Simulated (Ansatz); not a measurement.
# Moving the Hubbard U on Ti d in TiO2

```cif
data_structure
_symmetry_space_group_name_H-M 'P 1'
_symmetry_Int_Tables_number 1
_cell_length_a 5.5185
_cell_length_b 5.5185
_cell_length_c 5.5185
_cell_angle_alpha 114.801
_cell_angle_beta 106.874
_cell_angle_gamma 106.874
_cell_volume 128.52
loop_
_atom_site_label
_atom_site_type_symbol
_atom_site_fract_x
_atom_site_fract_y
_atom_site_fract_z
_atom_site_occupancy
Ti1 Ti 0.00000 0.50000 0.00000 1
Ti2 Ti 0.00000 0.00000 0.50000 1
Ti3 Ti 0.49524 0.24524 0.25000 1
Ti4 Ti 0.50475 0.75475 0.75000 1
O1 O 0.69508 0.69523 0.50015 1
O2 O 0.69508 0.19493 0.99985 1
O3 O 0.80452 0.74962 0.05490 1
O4 O 0.19472 0.74962 0.44510 1
O5 O 0.80528 0.25038 0.55490 1
O6 O 0.30492 0.80507 0.00015 1
O7 O 0.19548 0.25038 0.94510 1
O8 O 0.30492 0.30477 0.49985 1
```

The cell is a database's computed one, not the measured one.

Kept alike: task band structure; functional PBE; k mesh 6 × 6 × 6; occupations fermi-dirac, width 0.05 eV; no spin polarisation. Program: Ansatz, Ansatz PAW, cutoff 420 eV. The mesh is that of the run's cell of 12 atoms. No spin-orbit coupling.

```csv
"Hubbard U on Ti d, U (eV)",band gap (eV),pressure (GPa)
0,1.838,-1.36
1,1.940,-0.59
2,2.046,0.22
3,2.148,1.08
4,2.258,1.99
5,2.377,2.96
6,2.505,3.99
8,2.782,6.24
```

Pressure is positive in compression, with a Pulay correction for the finite cutoff. U acts here on a shell without spin polarisation. How U acts hangs on the program's projectors. Gaps are the smaller of the mesh's and the band path's. U is the effective U - J on orthogonalised atomic projectors. Double counting: fully localised limit (the default).

What does the Hubbard U on Ti d change here?

The band gap rises from 1.838 to 2.782 eV between 0 and 8 eV. U pushes filled shell states down and empty ones up. The mean slope is +0.12 eV per eV of U. The pressure rises from -1.36 to 6.24 GPa between 0 and 8 eV. U localises the shell and weakens its bonds, so the cell pushes outwards.
